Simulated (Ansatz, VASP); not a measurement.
Ir: VASP beside Ansatz

File POSCAR:

```
Ir
1.0
    0.0000000000      1.9964880000      1.9964880000
    1.9964880000      0.0000000000      1.9964880000
    1.9964880000      1.9964880000      0.0000000000
Ir
1
Direct
    0.0000000000      0.0000000000      0.0000000000
```

File INCAR.step1:

```
SYSTEM = Ir
PREC     = Accurate       ! precision mode
ENCUT    = 520            ! plane-wave cutoff, eV
ISMEAR   = 0              ! smearing method
SIGMA    = 0.15           ! smearing width, eV
LREAL    = .FALSE.        ! projectors in reciprocal space
LASPH    = .TRUE.         ! aspherical terms in the spheres
NELM     = 80             ! most SCF steps
NBANDS   = 10             ! bands
GGA      = PE             ! functional
ALGO     = Normal         ! electronic algorithm
EDIFF    = 1E-4           ! SCF threshold, eV
LWAVE    = .TRUE.         ! write WAVECAR
LCHARG   = .FALSE.        ! write CHGCAR
```

Contents of INCAR.step2:

```
SYSTEM = Ir
PREC     = Accurate       ! precision mode
ENCUT    = 520            ! plane-wave cutoff, eV
EDIFF    = 1E-6           ! SCF threshold, eV
ISMEAR   = 0              ! smearing method
SIGMA    = 0.15           ! smearing width, eV
LREAL    = .FALSE.        ! projectors in reciprocal space
LASPH    = .TRUE.         ! aspherical terms in the spheres
NELM     = 80             ! most SCF steps
ALGO     = Normal         ! electronic algorithm
ISIF     = 2              ! what is computed and relaxed
LWAVE    = .FALSE.        ! write WAVECAR
LCHARG   = .FALSE.        ! write CHGCAR
METAGGA  = R2SCAN         ! meta-GGA
LMIXTAU  = .TRUE.       
NBANDS   = 10             ! bands
ISTART   = 1
```

The input KPOINTS:

```
Automatic mesh
0
G
  22 22 22
  0 0 0
```

Input for Ansatz:

```yaml
crystal:
  lattice:
    - [0.0, 1.996488, 1.996488]
    - [1.996488, 0.0, 1.996488]
    - [1.996488, 1.996488, 0.0]
  atoms:
    - { symbol: Ir, position: [0.0, 0.0, 0.0] }
basis:
  ecutwfc: 500
kpoints:
  mp_grid: { grid: [22, 22, 22] }
hamiltonian:
  xc: r2scan
scf:
  occupations: { method: gaussian, width: 0.15 }
output:
  forces: true
  stress: true
  eigenvalues: true
  write_density: true
  write_potential: true
  elf: true
  volumetric_format: npy
```

Change from the starting cell: strain +0.040 along x and y, +0.040 along z, atoms carried along.

Alike in both runs: task single point; functional r2SCAN; k mesh 22 × 22 × 22; occupations gaussian, width 0.15 eV; no spin polarisation.

|  | VASP | Ansatz |
| --- | --- | --- |
| version | VASP 6.6.1 | Ansatz 0.2.0 |
| potentials or method | VASP PAW PBE potentials, release 64 (Ir) | scalar-relativistic, plane waves, PAW |
| plane-wave cutoff (eV) | 520 | 500 |
| valence electrons in the cell | 9 | 17 |

```csv
,VASP,Ansatz,Ansatz less VASP
gap on the k mesh at the Fermi level (eV),none,none,-
pressure (GPa),-30.6,-32.0,-1.42
```

A gap of «none» marks a metal or a gap that the smearing closes. The two sets of potentials don't hold the same shells in valence.

Caveats: the cell as given lies far from equilibrium; so large a pressure means that the cell lies far from this level's equilibrium, or that cutoff or potentials fall short (VASP); the potentials were made for another functional, which shifts forces and pressure (VASP). Spin-orbit coupling is left out, which matters for the levels of Ir.
